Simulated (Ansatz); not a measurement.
## FeCo (Pm-3m): the size of the finite step

```
CELL_PARAMETERS angstrom
2.76462 0.00000 0.00000
0.00000 2.76462 0.00000
0.00000 0.00000 2.76462
ATOMIC_POSITIONS crystal
Fe 0.50000 0.50000 0.50000
Co 0.00000 0.00000 0.00000
```

Starting moments along z (μB): Fe1 +2.6, Co2 +1.7.

Conventional cell: a = 2.765 Å, b = 2.765 Å, c = 2.765 Å, α = 90.00°, β = 90.00°, γ = 90.00°. Around Fe (atom 1) lie 8 Co at 2.39 Å. Around Co (atom 2) lie 8 Fe at 2.39 Å.

Level of theory, where no other is named: LDA, PAW on Ansatz 0.2.0's default frozen-core files (fitted under PBE), scalar-relativistic, spin-polarised. k mesh 16×16×16, strains of ±0.005, Fermi-Dirac smearing of 0.080 eV, cutoff 420 eV. The cell was relaxed by PAW under this functional, which moved its volume by -9 % from the database entry's.

The converged moment is 4.31 μB for the cell that the program solved.

Elastic constants come from stresses at strains of ±0.005 (two-point stencil): C11 = 312.5, C12 = 211.4, C44 = 154.7 GPa. What does an amplitude of 0.08 give?

C11 = 310.1, C12 = 217.6, C44 = 154.3 GPa. A large step picks up anharmonic terms.

Caveats: frozen-core PAW files fitted under PBE, their cores solved anew for the functional of the run; a lower magnetic state may exist; responses of metals move with mesh and smearing.
